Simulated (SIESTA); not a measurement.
CuO under changes of volume

One of the cells (10.944 Å³/atom); the others are scaled copies at fixed shape and fractional positions:

```
CELL_PARAMETERS angstrom
2.89857 0.00000 0.00000
0.03933 2.89835 0.00000
0.01761 0.01736 5.21062
ATOMIC_POSITIONS crystal
Cu 0.00000 0.50000 0.00000
Cu 0.50000 0.00000 0.50000
O 0.99842 0.00167 0.74989
O 0.00158 0.99833 0.25011
```

The cell comes from a database or a generator and needn't be the stable form of this composition.

* Program: SIESTA 5.4.2
* Functional: PBEsol
* Potentials or basis: PseudoDojo 0.4 standard (PBEsol files)
* Basis: DZP (energy shift 0.003 Ry; two zetas on semicore shells)
* Grid cutoff: 800 Ry
* Energy shift: 0.003 Ry
* k mesh: 9 × 9 × 5
* Occupations: fermi-dirac, width 0.05 eV
* Spin: no spin polarisation

```csv
volume (Å³/atom),energy over the lowest point (meV/atom),pressure (GPa),largest force (eV/Å)
10.085,?,?,?
10.300,6.77,7.1,0.011
10.515,0.00,3.1,0.012
10.944,1.44,-3.8,0.012
11.158,8.42,-6.6,0.012
11.373,19.02,-9.2,0.013
```

Task: What does the run at 10.085 Å³/atom give?

Result: Energy over the lowest point 19.06 meV/atom; pressure 11.6 GPa; largest force 0.013 eV/Å.

Worked out: A Birch-Murnaghan fit of order 3 (a polynomial in V^(-2/3)) to the other rows has its minimum at 10.69 Å³/atom with B0 = V·E''(V) = 173 GPa and B' = 5.3 at fixed shape and positions, which overstates the stiffness. It gives 19.43 meV/atom at 10.085 Å³/atom, against the run's 19.06, and -dE/dV = 11.8 GPa, against 11.6.

Energies are extrapolated to zero smearing.

Caveats: short orbitals over semicore shells can move pressures by several GPa; the basis of atomic orbitals isn't converged, which shifts pressures, moduli and gaps; the run has no spin polarisation, though such a crystal can be magnetic.
